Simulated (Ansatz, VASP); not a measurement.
**One calculation of Hf, two programs**

```xyz
2
Lattice="0.0245 3.2700 3.2700 3.2700 0.0245 3.2700 3.2946 3.2946 0.0000" Properties=species:S:1:pos:R:3 pbc="T T T"
Hf    0.0000    0.0000    0.0000
Hf    1.6473    1.6473    1.6350
```

Change from the starting cell: xy shear strain of +1.5 %.

Alike in both runs: task single point; functional PBE; k mesh 10 × 10 × 10; occupations fermi-dirac, width 0.03 eV; no spin polarisation.

|  | VASP | Ansatz |
| --- | --- | --- |
| version | VASP 6.6.1 | Ansatz 0.2.0 |
| potentials or method | VASP PAW PBE potentials, release 64 (Hf_pv), cutoff 520 eV | all-electron LAPW, scalar-relativistic |

Ansatz gave:

```
pressure (GPa)                                  : 0.0
largest component of the traceless stress (GPa) : 0.22
rms of the force components (eV/Å)              : 0.093
```

**Question.** What did VASP give for the same quantities?

**Answer.** Pressure (GPa): -0.2; largest component of the traceless stress (GPa): 0.21; rms of the force components (eV/Å): 0.092.

Atom by atom the forces differ by 0.001 eV/Å (rms over components). Ansatz ran all-electron here, so the differences hold the error of VASP's frozen core and of both bases.

The runs have no spin-orbit coupling, so splittings on Hf are missing.
